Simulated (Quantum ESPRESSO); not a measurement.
KTaO3:

```xyz
5
Lattice="3.9883 0.0000 0.0000 0.0000 3.9883 0.0000 0.0000 0.0000 3.9883" Properties=species:S:1:pos:R:3 pbc="T T T"
Ta    0.0000    0.0000    0.0000
K     1.9942    1.9942    1.9942
O     0.0000    0.0000    1.9942
O     0.0000    1.9942    0.0000
O     1.9942    0.0000    0.0000
```

Program: Quantum ESPRESSO 7.5. Alike in all runs: cell as given; smearing fermi-dirac 0.05 eV.

**Question.** Order these runs on this cell by their pressure, lowest first.
A. level LDA; potentials or basis GBRV 1.5 LDA; spin off; k mesh 7 × 7 × 7; cutoff (eV) 762; form of the LDA correlation PZ81
B. level PBE; potentials or basis PseudoDojo 0.4 FR PBE standard; spin SOC, no magnetisation; k mesh 7 × 7 × 7; cutoff (eV) 1143
C. level WC; potentials or basis GBRV 1.5 PBE; spin off; k mesh 6 × 6 × 6, shifted; cutoff (eV) 762
D. level BLYP; potentials or basis GBRV 1.5 PBE; spin off; k mesh 6 × 6 × 6, shifted; cutoff (eV) 762

**Answer.** A (-5.1 GPa), C (0.8 GPa), B (4.4 GPa), D (11.0 GPa).

Caveats: the potentials were made for another functional, which shifts forces and pressure (some runs); the cell is more than 3 GPa from zero pressure, which shifts response properties (some runs).

Not every run made on this cell is shown here.
